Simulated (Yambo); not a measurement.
# InP (F-43m) in Yambo: further runs, part 3 of 3

Yambo 5.3.0. Earlier steps stand in the parts before.

### 6 Optical spectrum, PBE

Contents of optics0.in:

```
optics
chi
Chimod= "IP"
% BndsRnXd
 1 | 34 |
%
% LongDrXd
 1 | 0 | 0 |
%
% QpntsRXd
 1 | 1 |
%
% EnRngeXd
 0 | 20 | eV
%
% DmRngeXd
 0.1 | 0.1 | eV
%
ETStpsXd= 200
```

Contents of scf.in:

```
&CONTROL
  calculation = 'scf'
  prefix = 'pwscf'
  outdir = './tmp'
  pseudo_dir = './pseudo'
/
&SYSTEM
  ibrav = 0
  nat = 2
  ntyp = 2
  ecutwfc = 70
  nbnd = 15
  occupations = 'smearing'
  smearing = 'fd'
  degauss = 0.00367493
  force_symmorphic = .true.
/
&ELECTRONS
  conv_thr = 4d-10
  electron_maxstep = 120
  mixing_beta = 0.5
/
ATOMIC_SPECIES
In   114.8180 In.upf
P     30.9738 P.upf
CELL_PARAMETERS angstrom
   0.0000000000    2.9305000000    2.9305000000
   2.9305000000    0.0000000000    2.9305000000
   2.9305000000    2.9305000000    0.0000000000
ATOMIC_POSITIONS crystal
In     0.0000000000    0.0000000000    0.0000000000
P      0.7500000000    0.7500000000    0.7500000000
K_POINTS automatic
12 12 12 0 0 0
```

Contents of nscf.in:

```
&CONTROL
  calculation = 'nscf'
  prefix = 'pwscf'
  outdir = './tmp'
  pseudo_dir = './pseudo'
/
&SYSTEM
  ibrav = 0
  nat = 2
  ntyp = 2
  ecutwfc = 70
  nbnd = 39
  occupations = 'fixed'
  force_symmorphic = .true.
/
&ELECTRONS
  conv_thr = 1d-08
  diago_full_acc = .true.
  diago_thr_init = 1d-06
/
ATOMIC_SPECIES
In   114.8180 In.upf
P     30.9738 P.upf
CELL_PARAMETERS angstrom
   0.0000000000    2.9305000000    2.9305000000
   2.9305000000    0.0000000000    2.9305000000
   2.9305000000    2.9305000000    0.0000000000
ATOMIC_POSITIONS crystal
In     0.0000000000    0.0000000000    0.0000000000
P      0.7500000000    0.7500000000    0.7500000000
K_POINTS automatic
12 12 12 0 0 0
```

Potentials or basis: PseudoDojo 0.4.1 SR PBE standard.

Started as:

```
$ OMP_NUM_THREADS=1 pw.x -in scf.in > scf.out
$ OMP_NUM_THREADS=1 pw.x -in nscf.in > nscf.out
$ cd tmp/pwscf.save; p2y; mv SAVE ../..; cd ../..
$ OMP_NUM_THREADS=1 yambo
$ OMP_NUM_THREADS=1 yambo -F optics0.in -J optics0 -C optics0_out
```

Yambo's report:

```text
[... sections 02.01 to 02.04 as in the set-up run ...]

  [02.05] Energies & Occupations
  ==============================

  [X] === General ===
  [X] Electronic Temperature                        :  0.000000  0.000000 [eV K]
  [X] Bosonic    Temperature                        :  0.000000  0.000000 [eV K]
  [X] Finite Temperature mode                       : no
  [X] El. density                                   :  0.35762E+24 [cm-3]
  [X] Fermi Level                                   :  7.140300 [eV]

  [X] === Gaps and Widths ===
  [X] Conduction Band Min                           :  0.711884 [eV]
  [X] Valence Band Max                              :  0.000000 [eV]
  [X] Filled Bands                                  :   9
  [X] Empty Bands                                   :   10   39
  [X] Direct Gap                                    :  0.711884 [eV]
  [X] Direct Gap localized at k                     :  1
  [X] Indirect Gap                                  :  0.711884 [eV]
  [X] Indirect Gap between kpts                     :  1  1
  [X] Last valence band width                       :  2.907805 [eV]
  [X] 1st conduction band width                     :  3.586091 [eV]

 [03] Transferred momenta grid and indexing
 ==========================================

 IBZ Q-points                                      :   72
 BZ  Q-points                                      :  1728

 K/Q-points units:
 rlu = crystal or reduced units; cc = cartesian coordinates; iku = interal k-units

 Q [ 1]         [rlu]:  0.000000  0.000000  0.000000
 Q [ 2]         [rlu]: -0.71380E-18 -0.71380E-18  0.83333E-01
 Q [ 3]         [rlu]: -0.14276E-17 -0.14276E-17  0.16667
 Q [ 4]         [rlu]:  0.54193E-16  0.26437E-16  0.25000
 Q [ 5]         [rlu]: -0.28552E-17 -0.28552E-17  0.33333
 Q [ 6]         [rlu]:  0.21929E-17  0.21929E-17  0.41667
 Q [ 7]         [rlu]: -0.10839E-15 -0.52875E-16 -0.50000
 Q [ 8]         [rlu]:  0.29125E-19  0.83333E-01  0.83333E-01
 Q [ 9]         [rlu]:  0.54020E-17  0.83333E-01  0.16667
 Q [10]         [rlu]:  0.12450E-16  0.83333E-01  0.25000
 Q [11]         [rlu]:  0.29730E-16  0.83333E-01  0.33333
 Q [12]         [rlu]:  0.59241E-16  0.83333E-01  0.41667
 Q [13]         [rlu]:  0.55827E-16  0.83333E-01  0.50000
 Q [14]         [rlu]:  0.92215E-17  0.83333E-01 -0.41667
 Q [15]         [rlu]: -0.12070E-16  0.83333E-01 -0.33333
[... 33 lines left out ...]
 Q [49]         [rlu]:  0.083333  0.250000  0.333333
 Q [50]         [rlu]:  0.083333  0.250000  0.416667

 Remaining 22 points informations can be written running with -fatlog

 [WARNING] [Xd] User bands 1-34 break level degeneracy

 [04] Dipoles
 ============

  [04.01] Setup: observables and procedures
  =========================================

  [WF-Oscillators/G space/Transverse up loader] Normalization (few states)  min/max  :  0.000000  1.000000

  [WR./optics0//ndb.dipoles]------------------------------------------------------
   Brillouin Zone Q/K grids (IBZ/BZ)                :    72  1728    72  1728
   RL vectors                                       :   4279 [WF]
   Fragmentation                                    : yes
   Electronic Temperature                           :  0.000000 [K]
   Bosonic    Temperature                           :  0.000000 [K]
   DIP band range                                   :    1   34
   DIP band range limits                            :   9  10
   DIP e/h energy range                             : -1.000000 -1.000000 [eV]
   RL vectors in the sum                            :   4279
   [r,Vnl] included                                 : yes
   Bands ordered                                    : yes
   Direct v evaluation                              : no
   Approach used                                    : G-space v
   Dipoles computed                                 : R V P [G-space]
   Wavefunctions                                    : Perdew, Burke & Ernzerhof(X)+Perdew, Burke & Ernzerhof(C)

  [WARNING] [r,Vnl^pseudo] included in position and velocity dipoles.

  [WARNING] In case H contains other non local terms, these are neglected

 [05] Optics
 ===========

 [X-CG] R(p) Tot o/o(of R):    13161   388800      100
```

Run time: 2.8 min. Hardware: 1 thread of Arm Neoverse V2, shared host; peak memory 0.28 GiB.

Results:

```
Band gap on the k mesh, mean-field level       : 0.71 eV, direct
Absorption peak                                : 4.22 eV
Electronic dielectric constant along the field : 12.09
```

Dielectric function (along the field direction of the input):
| energy (eV) | real part | imaginary part |
| --- | --- | --- |
| 0.30 | 12.38 | 0.54 |
| 0.80 | 10.24 | 2.42 |
| 1.31 | 13.79 | 1.81 |
| 1.81 | 14.44 | 2.56 |
| 2.31 | 17.06 | 6.77 |
| 2.81 | 12.10 | 7.97 |
| 3.32 | 9.55 | 7.10 |
| 3.82 | 12.39 | 12.70 |
| 4.32 | 0.72 | 21.79 |
| 4.82 | -4.32 | 18.40 |
| 5.33 | -2.91 | 9.64 |
| 5.83 | -3.86 | 8.31 |
| 6.33 | -5.83 | 7.64 |
| 6.83 | -4.13 | 4.24 |
| 7.34 | -3.45 | 3.26 |
| 7.84 | -2.59 | 2.85 |
| 8.34 | -2.46 | 2.19 |
| 8.84 | -2.39 | 1.67 |
| 9.35 | -1.56 | 1.44 |
| 9.85 | -1.73 | 1.51 |
| 10.35 | -1.29 | 0.94 |
| 10.85 | -1.03 | 0.74 |
| 11.36 | -0.85 | 0.76 |
| 11.86 | -0.57 | 0.53 |
| 12.36 | -0.39 | 0.49 |
| 12.86 | -0.29 | 0.53 |
| 13.37 | -0.23 | 0.32 |
| 13.87 | -0.08 | 0.26 |
| 14.37 | 0.03 | 0.25 |
| 14.87 | 0.18 | 0.23 |
| 15.38 | 0.30 | 0.21 |
| 15.88 | 0.45 | 0.23 |
| 16.38 | 0.49 | 0.35 |
| 16.88 | 0.47 | 0.43 |
| 17.39 | 0.47 | 0.34 |
| 17.89 | 0.57 | 0.34 |
| 18.39 | 0.77 | 0.47 |
| 18.89 | 0.59 | 0.49 |
| 19.40 | 0.58 | 0.56 |
| 20.00 | 0.42 | 0.43 |

Caveat: independent-particle spectra lack excitons; spin-orbit coupling is left out, which moves the levels of the heavy elements.

### 7 Summary

```tsv
task	level	potentials or basis	k mesh	k mesh of the self-consistent run	random integration of the Coulomb term	direction of the field or of q to 0	broadening	states corrected	gap on the mesh (eV)
G0W0 quasiparticle levels	PBEsol	PseudoDojo 0.4.1 SR PBEsol standard	6 × 6 × 6	8 × 8 × 8	yes	x + y + z	0.1 eV	Γ and the k points of the band edges	-
Hartree-Fock levels	PBEsol	PseudoDojo 0.4.1 SR PBEsol standard	6 × 6 × 6	8 × 8 × 8	yes	-	-	Γ and the k points of the band edges	-
optical spectrum	PBEsol	PseudoDojo 0.4.1 SR PBEsol standard	6 × 6 × 6	8 × 8 × 8	-	x + y + z	0.2 eV	-	0.61
optical spectrum	PBEsol	PseudoDojo 0.4.1 SR PBEsol standard	6 × 6 × 6	8 × 8 × 8	-	x	0.1 eV	-	0.61
optical spectrum	PBE	PseudoDojo 0.4.1 SR PBE standard	12 × 12 × 12	12 × 12 × 12	-	x	0.1 eV	-	0.71
```

Alike in all rows: no spin polarisation; cell as given; cutoff (eV) 952; smearing fixed.

Caveats: spin-orbit coupling is left out, which moves the levels of the heavy elements; the potentials hold a filled d shell without the s and p states of that shell, which can shift GW gaps by tenths of an eV, either way (some runs); spectra need much finer meshes, so this one isn't converged (some runs); independent-particle spectra lack excitons (some runs); this version prints the column dSc/dw multiplied by 27.2 (some runs); the terminator is approximate in this version, by hundredths of an eV (some runs); the scissor is the correction of the direct gap in an earlier G0W0 run on the same states (some runs).

Absolute energies hang on the potentials; compare differences alone.

### 8 Comparison with measurements

Step 2. A measured gap of InP is 1.4236 eV (direct; 1.6 K; a printed reference work, data compilation); the calculated 1.00 eV misses it by -0.42 eV. Spin-orbit coupling on In is left out. The value is that of G0W0 on PBEsol, without temperature or zero-point motion.

Step 3. A measured gap of InP is 1.4236 eV (direct; 1.6 K; a printed reference work, data compilation); the calculated 5.44 eV misses it by +4.02 eV. So large a miss can be the level of theory's own, or it may mean another phase, state or a wrong row. Spin-orbit coupling on In is left out. The value is that of Hartree-Fock on PBEsol, without temperature or zero-point motion.

Step 4. Measured gap of InP: 1.4236 eV (direct; 1.6 K; a printed reference work, data compilation). This calculation gives 0.61 eV (-0.81 eV). Spin-orbit coupling on In is left out. The value is that of PBEsol on a finite k mesh, which can miss the band edges, without temperature or zero-point motion. Semilocal functionals fall short of measured gaps as a rule.

Step 5. Measured gap of InP: 1.4236 eV (direct; 1.6 K; a printed reference work, data compilation). This calculation gives 0.61 eV (-0.81 eV). Spin-orbit coupling on In is left out. The value is that of PBEsol on a finite k mesh, which can miss the band edges, without temperature or zero-point motion. Semilocal functionals fall short of measured gaps as a rule.

Step 6. Against the measured gap of InP, 1.4236 eV (direct; 1.6 K; a printed reference work, data compilation), the calculated 0.71 eV is off by -0.71 eV. Spin-orbit coupling on In is left out. The value is that of PBE on a finite k mesh, which can miss the band edges, without temperature or zero-point motion. Semilocal functionals fall short of measured gaps as a rule.
